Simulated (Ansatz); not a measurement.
SrO:

```
CELL_PARAMETERS angstrom
3.55329 0.00000 0.00000
-1.77664 3.07724 0.00000
0.00000 0.00000 6.21730
ATOMIC_POSITIONS crystal
Sr 0.66667 0.33333 0.75000
Sr 0.33333 0.66667 0.25000
O 0.00000 0.00000 0.50000
O 0.00000 0.00000 0.00000
```

Measurements of this composition are mostly on another form, of space group No. 225.

Base run:

- Program: Ansatz 0.2.0
- Functional: PBE0
- Potentials or basis: Ansatz PAW
- Cutoff: 420 eV (not typed: the program's choice for these potentials)
- k mesh: 6 × 6 × 4
- Occupations: fermi-dirac, width 0.05 eV
- Spin: no spin polarisation

Its results: band gap on the k mesh 5.20 eV, direct; pressure -0.8 GPa.

The run is repeated on the same cell with these changes: functional from PBE0 to HSE06. What comes out?

Band gap on the k mesh 4.50 eV, direct; pressure -0.7 GPa.

Caveats: the PAW data sets come from PBE, with cores solved anew for the run's functional, which leaves a small shift of forces and pressure; the thresholds are loose for stress.
